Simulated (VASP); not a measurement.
Write the native input for VASP 6.6.1 that does the following.

| Item | Value |
| --- | --- |
| Task | single point |
| Functional | PBE0 |
| Dispersion | D3(BJ) |
| Potentials or basis | VASP PAW PBE potentials, release 64 (S, Si, H_s) |
| Cutoff | 400 eV |
| k mesh | 1 × 1 × 1 |
| Occupations | gaussian, width 0.01 eV |
| Spin | no spin polarisation |
| Grid for exact exchange (PRECFOCK) | Fast |
| Exchange at q = 0 | default |
| Further INCAR settings | ALGO = Normal; EDIFF = 1e-07 |

The system is S2SiH2, in a box.

```
CELL_PARAMETERS angstrom
13.00000 0.00000 0.00000
0.00000 12.00000 0.00000
0.00000 0.00000 11.00000
ATOMIC_POSITIONS crystal
S 0.45482 0.41330 0.45802
S 0.61383 0.59173 0.57397
Si 0.45370 0.57936 0.52884
H 0.35374 0.41177 0.43221
H 0.64826 0.49080 0.53930
```

These files were run (other wordings do the same):

POSCAR

```
SiH2S2
1.0
   13.0000000000      0.0000000000      0.0000000000
    0.0000000000     12.0000000000      0.0000000000
    0.0000000000      0.0000000000     11.0000000000
S Si H
2 1 2
Cartesian
    5.9125999400      4.9596500400      5.0382500300
    7.9798000100      7.1007500400      6.3136499800
    5.8981000000      6.9523500000      5.8172500100
    4.5985999800      4.9412499600      4.7543500400
    8.4274000200      5.8895499600      5.9323500500
```

INCAR.step1

```
SYSTEM = SiH2S2
  ALGO = Normal
  EDIFF = 1E-5
  ENCUT = 400
  GGA = PE
  ISIF = 2
  ISMEAR = 0
  LASPH = .True.
  LCHARG = .False.
  LREAL = .False.
  LWAVE = .True.
  NELM = 80
  PREC = Accurate
  SIGMA = 0.01
```

INCAR.step2

```
SYSTEM = SiH2S2
  AEXX = 0.25
  ALGO = Normal
  EDIFF = 1E-7
  ENCUT = 400
  GGA = PE
  ISIF = 2
  ISMEAR = 0
  ISTART = 1
  IVDW = 12
  LASPH = .True.
  LCHARG = .False.
  LHFCALC = .True.
  LREAL = .False.
  LWAVE = .False.
  NELM = 80
  PREC = Accurate
  PRECFOCK = Fast
  SIGMA = 0.01
```

KPOINTS

```
k-points
0
Gamma
  1 1 1
  0 0 0
```

Potentials or basis: VASP PAW PBE potentials, release 64 (S, Si, H_s).

The run is started by

```console
$ cat potpaw_PBE.64/S/POTCAR potpaw_PBE.64/Si/POTCAR potpaw_PBE.64/H_s/POTCAR > POTCAR
$ cp INCAR.step1 INCAR
$ mpirun -np 1 vasp_gam > vasp.out
$ cp INCAR.step2 INCAR
$ mpirun -np 1 vasp_gam > vasp.out
```

Results of the run:

| Quantity | Value |
| --- | --- |
| Largest force | 0.119 eV/Å |
| Gap between the frontier levels | 4.93 eV |
| Dispersion energy per atom | -0.028 eV |

Caveat: the PAW data sets were made with another functional, which shifts forces and pressure a little.

Wall time 3.6 min on 1 thread of Intel(R) Xeon(R) 6975P-C (Granite Rapids), with other jobs on the host, peak memory 0.97 GiB.
